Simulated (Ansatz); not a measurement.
# The perfect armchair graphene nanoribbon (N = 11, H edges), part 3 of 4

Aim: is the armchair graphene nanoribbon (N = 11, H edges) a metal or a semiconductor?

Ansatz 0.2.0; DFT PBE, plane waves, PAW; relaxation of a wire's period (the session's first sound run).

So far, band gap (eV): step 3 (the wire at its relaxed period, PBE) 0.182; step 4 (LDA PBE, k-mesh 1×1×14) 0.183; step 5 (PBEsol PBE, k-mesh 1×1×14) 0.182; step 6 (r2SCAN PBE, cutoff 500 eV, k-mesh 1×1×14) 0.192.

### 8. At a strained period, period over the relaxed period 0.94

This step: DFT PBE, plane waves, PAW; relaxation at a fixed period (Ansatz 0.2.0).

The period is set to 0.94 times the relaxed one and the atoms relax within it: strain changes bond lengths and angles, which shifts the bands against each other. Against the first PBE run of this kind, the mesh along the wire has 15 points against 19.

The cell differs from the one that the last finished run ended in (c 4.289 → 4.032 Å).

Input file input.yaml:

```yaml
crystal:
  lattice:
    - [21.151, 0.0, 0.0]
    - [0.0, 7.0, 0.0]
    - [0.0, 0.0, 4.0319120097]
  atoms:
    - { symbol: C, position: [0.209833231, 0.5, 0.007003949] }
    - { symbol: C, position: [0.325011222, 0.5, 0.999861871] }
    - { symbol: C, position: [0.441731414, 0.5, 9.9137e-05] }
    - { symbol: C, position: [0.558268586, 0.5, 9.9137e-05] }
    - { symbol: C, position: [0.674988778, 0.5, 0.999861871] }
    - { symbol: C, position: [0.790166769, 0.5, 0.007003949] }
    - { symbol: C, position: [0.209833231, 0.5, 0.326329384] }
    - { symbol: C, position: [0.325011222, 0.5, 0.333471463] }
    - { symbol: C, position: [0.441731414, 0.5, 0.333234196] }
    - { symbol: C, position: [0.558268586, 0.5, 0.333234196] }
    - { symbol: C, position: [0.674988778, 0.5, 0.333471463] }
    - { symbol: C, position: [0.790166769, 0.5, 0.326329384] }
    - { symbol: H, position: [0.164554512, 0.5, 0.44640509] }
    - { symbol: H, position: [0.835445488, 0.5, 0.44640509] }
    - { symbol: C, position: [0.266814503, 0.5, 0.499119927] }
    - { symbol: C, position: [0.383504433, 0.5, 0.500675599] }
    - { symbol: C, position: [0.5, 0.5, 0.50004555] }
    - { symbol: C, position: [0.616495567, 0.5, 0.500675599] }
    - { symbol: C, position: [0.733185497, 0.5, 0.499119927] }
    - { symbol: C, position: [0.266814503, 0.5, 0.834213406] }
    - { symbol: C, position: [0.383504433, 0.5, 0.832657734] }
    - { symbol: C, position: [0.5, 0.5, 0.833287783] }
    - { symbol: C, position: [0.616495567, 0.5, 0.832657734] }
    - { symbol: C, position: [0.733185497, 0.5, 0.834213406] }
    - { symbol: H, position: [0.164554512, 0.5, 0.886928244] }
    - { symbol: H, position: [0.835445488, 0.5, 0.886928244] }
kpoints:
  mp_grid: { grid: [1, 1, 15] }
  band_path: { path: ["Γ", Z], npoints: 50 }
scf:
  occupations: { method: fermi_dirac, width: 0.05 }
hamiltonian:
  xc: pbe
relax:
  max_steps: 40
  f_tol: 0.02
output:
  stress: true
```

Launch:

```bash
> ansatz run input.yaml --threads 8 --pin off --max-ram 16384MiB --backend cpu --events-out ev --progress --plain --runs-dir out
```

Numbers of over 12 decimals in the logs are rounded to 6 here.

What it wrote:

```text
Warning: output.stress: scf.convergence.dr2_threshold = 1e-7 eV (the SCF's general default) is looser than the 2.6e-9 eV advised for a printed stress (1e-10 eV for each atom of the cell: 26). What an SCF threshold leaves in a stress goes as its square root, and in the free energy as the threshold itself, and one threshold admits the most on a small cell: [figures from the program's tests cut] Every solve of this run  [...]
[...]
Crystal: 26 atoms, lattice volume = 596.953 Å³
Basis set: ecut = 420 eV, 11681 PW (Γ), exchange–correlation on 288×96×54 points (8 copies of the dense FFT grid, shifted against one another)
Bands: 72, of which v1, the nominal top of the filled ones, is band 46 counted from 1 (45 counted from 0)
Symmetry: 8 space group operations
[...]
k-points: 8 of 15
[...]
SCF iter   1: F=—  HF=-5581.211343 eV  |F-HF|=—  |Δ(HF+E_count)|=         —  Δρ=2.48e-3  dr2=9.70e-2  ethr=1.77e-3  ⟨swp⟩=10.9  Hψ=3655  notcnv=0  defer=101
[...]
SCF iter   7: F=-5581.197596 eV  HF=-5581.197596 eV  |F-HF|=3.72e-9  |Δ(HF+E_count)|=   5.65e-6  Δρ=1.02e-5  dr2=6.67e-7  ethr=8.73e-9  ⟨swp⟩=4.0  Hψ=1623  notcnv=0
SCF 1 converged in 7 iterations: F = -5581.197596 eV  dr2 = 6.67e-7
[...]
relax step   1: F+E_penalty+E_count = -5581.19759576 eV  Δ(F+E_penalty+E_count) = +0.000e0 eV  max|allowed force component| = 2.915e0 eV/Å  Δτ_max = 0.0000 Å  (7 SCF iters, dr2 threshold 1.00e-5 eV, accepted)
[...]
SCF iter   6: F=-5581.568129 eV  HF=-5581.568134 eV  |F-HF|=4.45e-6  |Δ(HF+E_count)|=   1.79e-5  Δρ=3.59e-5  dr2=9.20e-6  ethr=1.09e-7  ⟨swp⟩=3.0  Hψ=1713  notcnv=0
SCF 2 converged in 6 iterations: F = -5581.568129 eV  dr2 = 9.20e-6
[...]
relax step   2: F+E_penalty+E_count = -5581.56812931 eV  Δ(F+E_penalty+E_count) = -3.705e-1 eV  max|allowed force component| = 7.445e-1 eV/Å  Δτ_max = 0.0745 Å  (6 SCF iters, dr2 threshold 1.00e-4 eV, accepted)
SCF iter   1: F=—  HF=-5581.636482 eV  |F-HF|=—  |Δ(HF+E_count)|=         —  Δρ=4.45e-3  dr2=5.81e-2  ethr=7.23e-4  ⟨swp⟩=4.0  Hψ=1221  notcnv=0  defer=151
[...]
SCF iter   6: F=-5581.621040 eV  HF=-5581.621040 eV  |F-HF|=4.38e-7  |Δ(HF+E_count)|=   4.47e-7  Δρ=1.50e-5  dr2=1.28e-6  ethr=1.68e-8  ⟨swp⟩=4.0  Hψ=1580  notcnv=0
SCF 3 converged in 6 iterations: F = -5581.621040 eV  dr2 = 1.28e-6
[...]
relax step   3: F+E_penalty+E_count = -5581.62103978 eV  Δ(F+E_penalty+E_count) = -5.291e-2 eV  max|allowed force component| = 1.282e-1 eV/Å  Δτ_max = 0.0324 Å  (6 SCF iters, dr2 threshold 3.46e-5 eV, accepted)
[...]
relax step   4: F+E_penalty+E_count = -5581.62185710 eV  Δ(F+E_penalty+E_count) = -8.173e-4 eV  max|allowed force component| = 6.745e-3 eV/Å  Δτ_max = 0.0041 Å  (5 SCF iters, dr2 threshold 1.03e-6 eV, accepted)
[...]
SCF iter   3: F=-5581.621857 eV  HF=-5581.621857 eV  |F-HF|=1.05e-8  |Δ(HF+E_count)|=   1.53e-8  Δρ=2.44e-6  dr2=2.92e-8  ethr=1.09e-10  ⟨swp⟩=4.0  Hψ=1554  notcnv=0
SCF 5 converged in 3 iterations: F = -5581.621857 eV  dr2 = 2.92e-8
relax step   5: F+E_penalty+E_count = -5581.62185729 eV  Δ(F+E_penalty+E_count) = -1.915e-7 eV  max|allowed force component| = 6.624e-3 eV/Å  Δτ_max = 0.0000 Å  (3 SCF iters, accepted)
[...]
the search or the solves at the SCF's close may have found levels that the self-consistency loop had missed (the run counts none). By its estimate they hold under 1e-12 electrons; where the run keeps them, the occupations were computed again with them
the band table was solved once a step of the walk had ended and its energy, with any forces and stress, was formed, with the checks that follow a solve (4344 applications of the Hamiltonian). They found nothing against the state; the energy, forces and stress were not computed again (output.eigenvalues in the input reference)
[...]
SCF converged after 3 iterations
Free energy (F): -5581.621857 eV
[...]
Internal energy: -5581.621841 eV  (E = F + TS)
E sigma→0 (E₀):  -5581.621849 eV
Entropy (-TS):   -0.000016 eV (-0.001 meV/atom)
Fermi energy:    -0.046045 eV
[...]
--- Forces (eV/Å), atoms counted from 1 ---
  atom   1  C      0.00504982     0.00000000    -0.00155795
  atom   2  C     -0.00052611    -0.00000000     0.00385484
  atom   3  C     -0.00169636    -0.00000000    -0.00053662
  atom   4  C      0.00169636    -0.00000000    -0.00053662
  atom   5  C      0.00052611    -0.00000000     0.00385484
  atom   6  C     -0.00504982     0.00000000    -0.00155795
  atom   7  C      0.00504982    -0.00000000     0.00155795
  atom   8  C     -0.00052611     0.00000000    -0.00385484
  atom   9  C     -0.00169636     0.00000000     0.00053662
  atom  10  C      0.00169636     0.00000000     0.00053662
  atom  11  C      0.00052611     0.00000000    -0.00385484
  atom  12  C     -0.00504982    -0.00000000     0.00155795
  atom  13  H     -0.00662430     0.00000000     0.00081145
  atom  14  H      0.00662430    -0.00000000     0.00081145
  atom  15  C      0.00153951    -0.00000000    -0.00254252
  atom  16  C      0.00202690     0.00000000    -0.00032967
  atom  17  C     -0.00000000     0.00000000     0.00138295
  atom  18  C     -0.00202690    -0.00000000    -0.00032967
  atom  19  C     -0.00153951    -0.00000000    -0.00254252
  atom  20  C      0.00153951     0.00000000     0.00254252
  atom  21  C      0.00202690     0.00000000     0.00032967
  atom  22  C      0.00000000    -0.00000000    -0.00138295
  atom  23  C     -0.00202690    -0.00000000     0.00032967
  atom  24  C     -0.00153951     0.00000000     0.00254252
  atom  25  H     -0.00662430     0.00000000    -0.00081145
  atom  26  H      0.00662430    -0.00000000    -0.00081145
  max |Σ_I F_I| component: 7.77e-25 eV/Å
--- Stress (GPa, compression-positive) ---
        0.008375       0.000000      -0.000000
        0.000000       0.119197      -0.000000
       -0.000000      -0.000000      20.169480
  P = ⅓ Tr σ = 6.7657 GPa (67.657 kbar)
--- Band table (eV; the first three rows and the last of 8) ---
  k-point 0: bands = [... 42 lower, -1.8494, -1.3928, -0.6562, -0.5009, 0.4074, 0.6851, 1.4115, 1.7026, ... 22 higher]
  k-point 1: bands = [... 42 lower, -1.9125, -1.6330, -0.9829, -0.7480, 0.6248, 1.0070, 1.6713, 1.6714, ... 22 higher]
  k-point 2: bands = [... 42 lower, -2.1839, -1.9705, -1.5986, -1.2258, 1.0216, 1.5957, 1.6123, 2.2797, ... 22 higher]
  k-point 7: bands = [... 42 lower, -3.8646, -3.4178, -3.0773, -2.8309, 1.6209, 2.0304, 2.3811, 3.2791, ... 22 higher]
--- Relaxed structure (5 steps of the walk, 5 accepted, 0 SCFs on fresh bases) ---
  F+E_penalty+E_count = -5581.62185729 eV   max|allowed force component| = 6.624e-3 eV/Å
  atoms:
    - { symbol: C, position: [0.205419, 0.5, 0.00118235] }
    - { symbol: C, position: [0.322762, 0.5, 0.996961] }
    - { symbol: C, position: [0.441048, 0.5, -0.00240646] }
    - { symbol: C, position: [0.558952, 0.5, -0.00240646] }
    - { symbol: C, position: [0.677238, 0.5, 0.996961] }
    - { symbol: C, position: [0.794581, 0.5, 0.00118235] }
    - { symbol: C, position: [0.205419, 0.5, 0.332151] }
    - { symbol: C, position: [0.322762, 0.5, 0.336373] }
    - { symbol: C, position: [0.441048, 0.5, 0.335740] }
    - { symbol: C, position: [0.558952, 0.5, 0.335740] }
    - { symbol: C, position: [0.677238, 0.5, 0.336373] }
    - { symbol: C, position: [0.794581, 0.5, 0.332151] }
    - { symbol: H, position: [0.160864, 0.5, 0.462925] }
    - { symbol: H, position: [0.839136, 0.5, 0.462925] }
    - { symbol: C, position: [0.263929, 0.5, 0.496376] }
    - { symbol: C, position: [0.381931, 0.5, 0.497990] }
    - { symbol: C, position: [0.500000, 0.5, 0.497164] }
    - { symbol: C, position: [0.618069, 0.5, 0.497990] }
    - { symbol: C, position: [0.736071, 0.5, 0.496376] }
    - { symbol: C, position: [0.263929, 0.5, 0.836958] }
    - { symbol: C, position: [0.381931, 0.5, 0.835343] }
    - { symbol: C, position: [0.500000, 0.5, 0.836170] }
    - { symbol: C, position: [0.618069, 0.5, 0.835343] }
    - { symbol: C, position: [0.736071, 0.5, 0.836958] }
    - { symbol: H, position: [0.160864, 0.5, 0.870408] }
    - { symbol: H, position: [0.839136, 0.5, 0.870408] }
```

The job ended after 19 s (8 threads of Arm Neoverse V2, shared host; peak memory 2.5 GiB; 2.3 min of CPU time).

Relaxation path:

```
step  energy less that of the first step (eV)  largest force component (eV/Å)
   1                                   0.0000                          2.9154
   2                                  -0.3705                          0.7445
   3                                  -0.4234                          0.1282
   4                                  -0.4243                          0.0067
   5                                  -0.4243                          0.0066
```

The run keeps the 8 symmetry operations that it works with, so distortions that break them were not tested.

The atoms that moved most (Å):

```
atom      dx     dy      dz  length
 H25  -0.078  0.000  -0.067   0.103
 H26   0.078  0.000  -0.067   0.103
 H13  -0.078  0.000   0.067   0.103
 H14   0.078  0.000   0.067   0.103
 C12   0.093  0.000   0.023   0.096
  C7  -0.093  0.000   0.023   0.096
  C6   0.093  0.000  -0.023   0.096
  C1  -0.093  0.000  -0.023   0.096
```

The relaxed structure:

```xyz
26
Lattice="21.1510 0.0000 0.0000 0.0000 7.0000 0.0000 0.0000 0.0000 4.0319" Properties=species:S:1:pos:R:3
C     4.3448    3.5000    0.0048
C     6.8267    3.5000    4.0197
C     9.3286    3.5000   -0.0097
C    11.8224    3.5000   -0.0097
C    14.3243    3.5000    4.0197
C    16.8062    3.5000    0.0048
C     4.3448    3.5000    1.3392
C     6.8267    3.5000    1.3562
C     9.3286    3.5000    1.3537
C    11.8224    3.5000    1.3537
C    14.3243    3.5000    1.3562
C    16.8062    3.5000    1.3392
H     3.4024    3.5000    1.8665
H    17.7486    3.5000    1.8665
C     5.5824    3.5000    2.0013
C     8.0782    3.5000    2.0079
C    10.5755    3.5000    2.0045
C    13.0728    3.5000    2.0079
C    15.5686    3.5000    2.0013
C     5.5824    3.5000    3.3745
C     8.0782    3.5000    3.3680
C    10.5755    3.5000    3.3714
C    13.0728    3.5000    3.3680
C    15.5686    3.5000    3.3745
H     3.4024    3.5000    3.5094
H    17.7486    3.5000    3.5094
```

This step gave:

| Property | Result |
| --- | --- |
| band gap | 0.9084 eV |

The electronic bands at the labelled points (eV, zero at the Fermi level):

```csv
point,band 43,band 44,band 45,band 46,band 47,band 48,band 49,band 50
Γ,-1.80,-1.35,-0.61,-0.45,0.45,0.73,1.46,1.75
halfway,-3.05,-2.72,-2.15,-2.13,1.55,1.82,2.42,2.79
Z,-3.99,-3.26,-3.14,-2.78,1.65,2.23,2.26,3.56
```

The gap is 0.908 eV, against 0.182 eV under PBE at the relaxed period.

### 9. Strain along the wire, period over the relaxed period 0.97

The period is set to 0.97 times the relaxed one and the atoms relax within it: strain changes bond lengths and angles, which shifts the bands against each other. Against the first PBE run of this kind, the mesh along the wire has 15 points against 19.

The cell differs from the one that the last finished run ended in (c 4.032 → 4.161 Å).

input.yaml: that of step 8 with these lines changed.

```diff
@@ -4,3 +4,3 @@
     - [0.0, 7.0, 0.0]
-    - [0.0, 0.0, 4.0319120097]
+    - [0.0, 0.0, 4.1605900526]
   atoms:
```

What it wrote:

```text
[...]
Crystal: 26 atoms, lattice volume = 616.004 Å³
Basis set: ecut = 420 eV, 11981 PW (Γ), exchange–correlation on 288×96×60 points (8 copies of the dense FFT grid, shifted against one another)
Bands: 72, of which v1, the nominal top of the filled ones, is band 46 counted from 1 (45 counted from 0)
Symmetry: 8 space group operations
[...]
- { symbol: H, position: [0.837124, 0.500000, 0.455254] }
[...]
- { symbol: C, position: [0.382764, 0.500000, 0.833681] }
    - { symbol: C, position: [0.5, 0.500000, 0.834511] }
    - { symbol: C, position: [0.617236, 0.500000, 0.833681] }
    - { symbol: C, position: [0.734498, 0.500000, 0.835276] }
    - { symbol: H, position: [0.162876, 0.500000, 0.878080] }
    - { symbol: H, position: [0.837124, 0.500000, 0.878080] }
[key lines of the parts left out:]
SCF converged after 5 iterations
Free energy (F): -5583.363993 eV
Fermi energy:    -0.259893 eV
P = ⅓ Tr σ = 3.1643 GPa (31.643 kbar)
```

It took 18 s on 8 threads; peak memory 2.5 GiB; 2.3 min of CPU time.

The steps of the relaxation:

```
step  energy less that of the first step (eV)  largest force component (eV/Å)
   1                                   0.0000                          1.1833
   2                                  -0.0770                          0.2843
   3                                  -0.0866                          0.0551
   4                                  -0.0868                          0.0034
```

Forces are held to the 8 operations that the run works with; a distortion that breaks them can't arise in this run.

The atoms that moved most (Å):

```csv
atom,dx,dy,dz,length
H26,0.035,0.000,-0.037,0.051
H25,-0.035,0.000,-0.037,0.051
H14,0.035,0.000,0.037,0.051
H13,-0.035,0.000,0.037,0.051
C7,-0.044,0.000,0.012,0.046
C12,0.044,0.000,0.012,0.046
C1,-0.044,0.000,-0.012,0.046
C6,0.044,0.000,-0.012,0.046
```

The relaxed structure:

```cif
data_structure
_symmetry_space_group_name_H-M 'P 1'
_symmetry_Int_Tables_number 1
_cell_length_a 21.1510
_cell_length_b 7.0000
_cell_length_c 4.1606
_cell_angle_alpha 90.000
_cell_angle_beta 90.000
_cell_angle_gamma 90.000
_cell_volume 616.00
loop_
_atom_site_label
_atom_site_type_symbol
_atom_site_fract_x
_atom_site_fract_y
_atom_site_fract_z
_atom_site_occupancy
C1 C 0.20773 0.50000 0.00419 1
C2 C 0.32397 0.50000 0.99865 1
C3 C 0.44143 0.50000 0.99917 1
C4 C 0.55857 0.50000 0.99917 1
C5 C 0.67603 0.50000 0.99865 1
C6 C 0.79227 0.50000 0.00419 1
C7 C 0.20773 0.50000 0.32915 1
C8 C 0.32397 0.50000 0.33468 1
C9 C 0.44143 0.50000 0.33416 1
C10 C 0.55857 0.50000 0.33416 1
C11 C 0.67603 0.50000 0.33468 1
C12 C 0.79227 0.50000 0.32915 1
H13 H 0.16288 0.50000 0.45525 1
H14 H 0.83712 0.50000 0.45525 1
C15 C 0.26550 0.50000 0.49806 1
C16 C 0.38276 0.50000 0.49965 1
C17 C 0.50000 0.50000 0.49882 1
C18 C 0.61724 0.50000 0.49965 1
C19 C 0.73450 0.50000 0.49806 1
C20 C 0.26550 0.50000 0.83528 1
C21 C 0.38276 0.50000 0.83368 1
C22 C 0.50000 0.50000 0.83451 1
C23 C 0.61724 0.50000 0.83368 1
C24 C 0.73450 0.50000 0.83528 1
H25 H 0.16288 0.50000 0.87808 1
H26 H 0.83712 0.50000 0.87808 1
```

This step gave:

- energy at zero smearing: -5583.3638 eV
- band gap: 0.5425 eV

Electronic bands along the path, in eV, zero at the Fermi level:

| point | band 43 | band 44 | band 45 | band 46 | band 47 | band 48 | band 49 | band 50 |
| --- | --- | --- | --- | --- | --- | --- | --- | --- |
| Γ | -1.61 | -1.54 | -0.80 | -0.27 | 0.27 | 0.82 | 1.44 | 1.58 |
| halfway | -2.83 | -2.71 | -2.06 | -1.98 | 1.55 | 1.85 | 2.39 | 2.78 |
| Z | -3.82 | -3.10 | -2.95 | -2.59 | 1.74 | 2.28 | 2.37 | 3.60 |

The gap is 0.543 eV, against 0.182 eV under PBE at the relaxed period.

(Part 3 of 4 ends here.)

[Logs are printed without paths, hosts, clocks, repeated set-up lines and the standing remarks that a program may print on its own settings, such as how far it seeks lower states.]

[Hosts, paths, dates, database ids (printed as entryN), source tags and the programs' standing remarks are cut or masked in the printed files.]
